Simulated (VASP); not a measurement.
Input of a VASP 6.6.1 run:

The input POSCAR:

```
PbSe
1.0
    0.0000000000      3.1499685800      3.1499685800
    3.1499685800      0.0000000000      3.1499685800
    3.1499685800      3.1499685800      0.0000000000
Pb Se
1 1
Direct
    0.0000000000      0.0000000000      0.0000000000
    0.5000000000      0.5000000000      0.5000000000
```

INCAR.step1

```
SYSTEM = PbSe
  PREC = Accurate
  ENCUT = 520
  ISMEAR = -1
  SIGMA = 0.02
  LREAL = .FALSE.
  LASPH = .TRUE.
  NELM = 80
  NBANDS = 17
  GGA = PE
  ALGO = Normal
  EDIFF = 1E-4
  LWAVE = .TRUE.
  LCHARG = .FALSE.
```

INCAR.step2

```
SYSTEM = PbSe
  PREC = Accurate
  ENCUT = 520
  EDIFF = 1E-6
  ISMEAR = -1
  SIGMA = 0.02
  LREAL = .FALSE.
  LASPH = .TRUE.
  NELM = 80
  ALGO = Normal
  ISIF = 2
  LWAVE = .FALSE.
  LCHARG = .FALSE.
  METAGGA = R2SCAN
  LMIXTAU = .TRUE.
  NBANDS = 17
  ISTART = 1
```

File KPOINTS:

```
Automatic mesh
0
G
  8 8 8
  0 0 0
```

Potentials or basis: VASP PAW PBE potentials, release 64 (Pb_d, Se).

Launch:

```console
$ cat potpaw_PBE.64/Pb_d/POTCAR potpaw_PBE.64/Se/POTCAR > POTCAR
$ cp INCAR.step1 INCAR
$ mpirun -np 1 vasp_std > vasp.out
$ cp INCAR.step2 INCAR
$ mpirun -np 1 vasp_std > vasp.out
```

Problem. Estimate the pressure.

Solution. -2.7 GPa.

Problem. Predict the band gap on the k mesh.

Solution. 0.84 eV, direct.

Caveat: the PAW data sets were made with another functional, which shifts forces and pressure a little; spin-orbit coupling is left out, which moves the levels of the heavy elements.

**Measured values to compare with.**

A printed reference work, monograph reports, for a bulk crystal of PbSe at 300 K: band gap 0.28 eV (direct).

Against the measured gap of PbSe, 0.28 eV (direct; 300 K; a printed reference work, monograph), the calculated 0.84 eV is off by +0.56 eV. 2 values of this kind are on record (0.15 to 0.28 eV); this one was drawn at random. Spin-orbit coupling on Pb, Se is left out. The value is that of r2SCAN on a finite k mesh, which can miss the band edges, without temperature or zero-point motion.
